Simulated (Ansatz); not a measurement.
## How Eu answers to pressure

```
CELL_PARAMETERS angstrom
3.92220 0.00000 0.00000
-1.96110 3.39672 0.00000
0.00000 0.00000 6.29205
ATOMIC_POSITIONS crystal
Eu 0.33333 0.66667 0.25000
Eu 0.66667 0.33333 0.75000
```

The structure comes from a relaxation in the same program, started in the hcp type, and has space group P6_3/mmc. Whether it is a known phase or the ground state wasn't checked.

Where the f shell is localised, expect the real compound to differ from this run without U.

Other magnetic orders may lie lower; this is the state that the run reached.

Spin–orbit coupling is left out, though it moves levels of the heavy atoms by tenths of an eV or more.

All numbers below come from Ansatz 0.2.0, DFT, PBE, all-electron LAPW, scalar-relativistic.

Sampling and basis: a Γ-centred 12×12×6 k mesh, Fermi–Dirac smearing of 0.05 eV, basis error target 0.25 meV/atom, spin-polarised from start moments Eu1 7, Eu2 7 μB.

The cell is scaled evenly with fractional coordinates held.

| V/V(cell) | P (GPa) | cell moment (μB) |
| --- | --- | --- |
| 0.9405 | 1.12 | 15.090 |
| 0.9700 | 0.59 | 15.114 |
| 1.0000 | 0.11 | 15.130 |
| 1.0300 | -0.32 | 15.136 |

Task: From the rows at 0.9700 and 1.0300, what is the bulk modulus at the cell's volume?

Result: B = −ΔP/Δln V = −[(-0.32) − (0.59)]/0.06002 = 15.2 GPa.

Task: How does the moment scale with volume?

Result: dln M/dln V = ln(15.136/15.114)/0.06002 = 0.02: the moment hardly moves, as with a saturated or integer moment.

Task: Predict the row at V/V(cell) = 1.0600. How far is a linear estimate of P off?

Result: P = -0.69 GPa, moment 15.134 μB. The linear estimate P(cell) − B ln(V/V(cell)) = -0.78 GPa misses by 0.09 GPa, since the modulus falls on expansion.
